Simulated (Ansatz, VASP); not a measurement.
## SiNi2: VASP beside Ansatz

INCAR

```
SYSTEM = SiNi2
PREC = Accurate
ENCUT = 520
EDIFF = 1E-7
ISMEAR = -1
SIGMA = 0.05
LREAL = .False.
LASPH = .True.
NELM = 120
ALGO = Normal
ISIF = 2
LWAVE = .False.
LCHARG = .True.
ISPIN = 2
MAGMOM = 1 1 1 1 0 0
LORBIT = 11
LMAXMIX = 4
GGA = PE
LELF = .True.
LVHAR = .True.
NBANDS = 37
```

KPOINTS

```
regular mesh
0
Gamma
  8 8 6
  0 0 0
```

File POSCAR:

```
SiNi2
1.0
    3.8360000000      0.0000000000      0.0000000000
   -1.9180000000      3.3220734489      0.0000000000
    0.0000000000      0.0000000000      4.9480000000
Ni Si
4 2
Direct
    0.6671680000      0.3232030000      0.7409890000
    0.3178970000      0.6588000000      0.2488800000
   -0.0010520000     -0.0101320000      0.5051710000
   -0.0025960000     -0.0018450000     -0.0014480000
    0.6738520000      0.3231820000      0.2500800000
    0.3343690000      0.6691000000      0.7583250000
```

The input input.yaml:

```yaml
crystal:
  lattice:
    - [3.836, 0.0, 0.0]
    - [-1.918, 3.3220734489, 0.0]
    - [0.0, 0.0, 4.948]
  atoms:
    - { symbol: Ni, position: [0.667168, 0.323203, 0.740989], spin: 1.0 }
    - { symbol: Ni, position: [0.317897, 0.6588, 0.24888], spin: 1.0 }
    - { symbol: Ni, position: [-0.001052, -0.010132, 0.505171], spin: 1.0 }
    - { symbol: Ni, position: [-0.002596, -0.001845, -0.001448], spin: 1.0 }
    - { symbol: Si, position: [0.673852, 0.323182, 0.25008] }
    - { symbol: Si, position: [0.334369, 0.6691, 0.758325] }
hamiltonian:
  xc: pbe
  pseudopotentials: { kind: paw }
magnetization:
  spin_polarized: true
kpoints:
  mp_grid: { grid: [8, 8, 6] }
scf:
  occupations: { method: fermi_dirac, width: 0.05 }
output:
  forces: true
  stress: true
  eigenvalues: true
```

Change from the starting cell: atoms moved at random, drawn with an rms of 0.05 Å.

Alike in both runs: task single point; functional PBE; k mesh 8 × 8 × 6; occupations fermi-dirac, width 0.05 eV; collinear spin, ferromagnetic start.

|  | VASP | Ansatz |
| --- | --- | --- |
| version | VASP 6.6.1 | Ansatz 0.2.0 |
| potentials or method | VASP PAW PBE potentials, release 64 (Ni, Si) | Ansatz PAW |
| plane-wave cutoff (eV) | 520 | 420 |
| valence electrons in the cell | 48 | 80 |

Ansatz gave:

```
gap on the k mesh at the Fermi level (eV)       : none
pressure (GPa)                                  : 12.0
largest component of the traceless stress (GPa) : 3.59
rms of the force components (eV/Å)              : 0.452
net moment per atom (μB)                        : 0.00
```

Question: Which values does VASP return?

Answer: gap on the k mesh at the Fermi level (eV): none; pressure (GPa): 12.0; largest component of the traceless stress (GPa): 3.70; rms of the force components (eV/Å): 0.455; net moment per atom (μB): 0.00.

Atom by atom the forces differ by 0.003 eV/Å (rms over components). A gap of «none» marks a metal or a gap that the smearing closes. The two sets of potentials don't hold the same shells in valence.

Caveats: the starting moments weren't kept (Ansatz).
